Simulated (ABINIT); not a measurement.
Here is an ABINIT 10.8.3 (patched build) calculation.

The input run.abi:

```
# Pseudopotentials
pp_dirpath "./"
pseudos "Ga.GGA_PBE-JTH.xml"

# Structure
acell 8.4082796997 8.408294156 5.2254706798
rprim
     1.0000000000     0.0000000000     0.0000000000
    -0.5000002641     0.8660252513     0.0000000000
     0.0000000000     0.0000000000     1.0000000000
ntypat 1
znucl 31
natom 2
typat 1 1
xcart
    -0.0000255807     2.5689195112     1.3826000000
     2.2247555807     1.2844404888     1.3826000000 Angstrom

# Plane-wave basis
ecut 20.0
pawecutdg 40.0
pawxcdev 0

# k points
kptopt 1
ngkpt 7 7 10
nshiftk 1
shiftk 0.0 0.0 0.0

# Exchange and correlation
ixc -106131

# Bands and occupations
nband 17
occopt 3
tsmear 0.05 eV

# SCF cycle
nstep 100
tolvrs 1.0e-9

# Output
iomode 3
prtwf 0
prtden 0
prteig 0
prtebands 0
enunit 1
```

Potentials or basis: JTH PAW PBE v2.0.

Run with:

```bash
$ abinit run.abi > log 2>&1
```

Question: Estimate the pressure.

Answer: 3.4 GPa.

Question: Predict the band gap on the k mesh.

Answer: None (metal or under the smearing width).

Stress tensor (GPa, compression positive):
```
3.60 0.00 0.00
0.00 3.60 0.00
0.00 0.00 2.97
```

Caveat: the PAW data sets were made with another functional, which shifts forces and pressure a little.
